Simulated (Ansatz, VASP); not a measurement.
One calculation of Si, two programs

Contents of INCAR:

```
SYSTEM = Si
PREC = Accurate
ENCUT = 520
EDIFF = 1E-6
ISMEAR = 0
SIGMA = 0.02
LREAL = .FALSE.
LASPH = .TRUE.
NELM = 100
ALGO = Normal
ISIF = 2
LWAVE = .FALSE.
LCHARG = .TRUE.
GGA = PE
LELF = .TRUE.
LVHAR = .TRUE.
NBANDS = 36
```

Contents of KPOINTS:

```
Automatic mesh
0
G
  3 3 3
  0 0 0
```

File POSCAR:

```
Si
1.0
    0.0000000000      0.0000000000     -6.3650227274
    5.7769209522      3.3353068669      0.0000000000
    0.0000000001     -6.6706137337      0.0000000000
Si
12
Direct
    0.9370690597      0.3333333333      0.3333333333
    0.9370690597      0.0000000000      0.6666666667
    0.9370690597      0.6666666667      0.0000000000
    0.4370690597      0.6666666667      0.6666666667
    0.4370690597      0.3333333333      0.0000000000
    0.4370690597      1.0000000000      0.3333333333
    0.5629309403      0.3333333333      0.3333333333
    0.5629309403      0.0000000000      0.6666666667
    0.5629309403      0.6666666667      0.0000000000
    0.0629309403      0.6666666667      0.6666666667
    0.0629309403      0.3333333333      0.0000000000
    0.0629309403      1.0000000000      0.3333333333
```

Input for Ansatz:

```yaml
crystal:
  lattice:
    - [0.0, 0.0, -6.3650227274]
    - [5.7769209522, 3.3353068669, 0.0]
    - [1.0e-10, -6.6706137337, 0.0]
  atoms:
    - { symbol: Si, position: [0.9370690597, 0.3333333333, 0.3333333333] }
    - { symbol: Si, position: [0.9370690597, 0.0, 0.6666666667] }
    - { symbol: Si, position: [0.9370690597, 0.6666666667, 0.0] }
    - { symbol: Si, position: [0.4370690597, 0.6666666667, 0.6666666667] }
    - { symbol: Si, position: [0.4370690597, 0.3333333333, 0.0] }
    - { symbol: Si, position: [0.4370690597, 1.0, 0.3333333333] }
    - { symbol: Si, position: [0.5629309403, 0.3333333333, 0.3333333333] }
    - { symbol: Si, position: [0.5629309403, 0.0, 0.6666666667] }
    - { symbol: Si, position: [0.5629309403, 0.6666666667, 0.0] }
    - { symbol: Si, position: [0.0629309403, 0.6666666667, 0.6666666667] }
    - { symbol: Si, position: [0.0629309403, 0.3333333333, 0.0] }
    - { symbol: Si, position: [0.0629309403, 1.0, 0.3333333333] }
basis:
  ecutwfc: 420
  xc_grid: 2
kpoints:
  mp_grid: { grid: [3, 3, 3], shift: [0.0, 0.0, 0.0] }
hamiltonian:
  xc: pbe
scf:
  occupations: { method: gaussian, width: 0.02 }
output:
  forces: true
  stress: true
  eigenvalues: true
  write_density: true
  write_potential: true
  elf: true
  volumetric_format: npy
```

Alike in both runs: task single point; functional PBE; k mesh 3 × 3 × 3; occupations gaussian, width 0.02 eV; no spin polarisation.

```csv
,VASP,Ansatz
version,VASP 6.6.1,Ansatz 0.2.0
potentials or method,"VASP PAW PBE potentials, release 64 (Si)","scalar-relativistic, plane waves, PAW"
plane-wave cutoff (eV),520,420
valence electrons in the cell,48,48
```

|  | VASP | Ansatz | Ansatz less VASP |
| --- | --- | --- | --- |
| gap on the k mesh at the Fermi level (eV) | 0.71 | 0.71 | -0.003 |
| least direct gap on the mesh (eV) | 0.90 | 0.90 | -0.001 |
| pressure (GPa) | -0.1 | 0.0 | +0.08 |
| largest component of the traceless stress (GPa) | 0.09 | 0.10 | +0.004 |
| rms of the force components (eV/Å) | 0.003 | 0.003 | +0.0003 |

Atom by atom the forces differ by 0.000 eV/Å (rms over components).

Caveats: an odd mesh through Γ misses points on the zone boundary, where band edges often lie.
